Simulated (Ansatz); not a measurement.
ZnS (Wurtzite-4H):

```
Zn S
1.0
     3.82270    0.00000    0.00000
    -1.91135    3.31056    0.00000
     0.00000    0.00000   12.52000
Zn S
4 4
Direct
  0.66667 0.33333 0.75000
  0.33333 0.66667 0.25000
  0.00000 0.00000 0.50000
  0.00000 0.00000 0.00000
  0.66667 0.33333 0.93750
  0.33333 0.66667 0.43750
  0.00000 0.00000 0.68750
  0.00000 0.00000 0.18750
```

```yaml
Program: Ansatz 0.2.0
Task: relaxation of cell and atoms
Functional: revPBE
Dispersion: D4
Potentials_or_basis: Ansatz PAW
Cutoff: "420 eV (not typed: the program's choice for these potentials)"
k_mesh: 8 × 8 × 3
Occupations: fermi-dirac, width 0.05 eV
Spin: no spin polarisation
```

At the start: volume 19.81 Å³/atom.

Q: How do energy, volume and symmetry change on relaxing?

A: It ends after 5 steps and the volume is 19.23 Å³/atom (-2.9 %); space group P6_3mc (No. 186, to 0.05 Å).

Step by step:
```csv
step,energy change (eV),largest force (eV/Å),volume (Å³)
1,0.0000,0.0475,158.44
2,-0.0273,0.0239,155.72
3,-0.0337,0.0056,153.74
4,-0.0337,0.0025,153.84
5,-0.0315,0.0025,153.84
```

Final structure:
```
CELL_PARAMETERS angstrom
3.78474 0.00000 0.00000
-1.89237 3.27768 0.00000
0.00000 0.00000 12.40152
ATOMIC_POSITIONS crystal
Zn 0.66667 0.33333 0.75015
Zn 0.33333 0.66667 0.25015
Zn 0.00000 0.00000 0.50023
Zn 0.00000 0.00000 0.00023
S 0.66667 0.33333 0.93750
S 0.33333 0.66667 0.43750
S 0.00000 0.00000 0.68713
S 0.00000 0.00000 0.18713
```

Caveat: the plane-wave basis is chosen anew once the cell has moved, so the energies of steps on either side of that aren't comparable; the PAW data sets come from PBE, with cores solved anew for the run's functional, which leaves a small shift of forces and pressure.
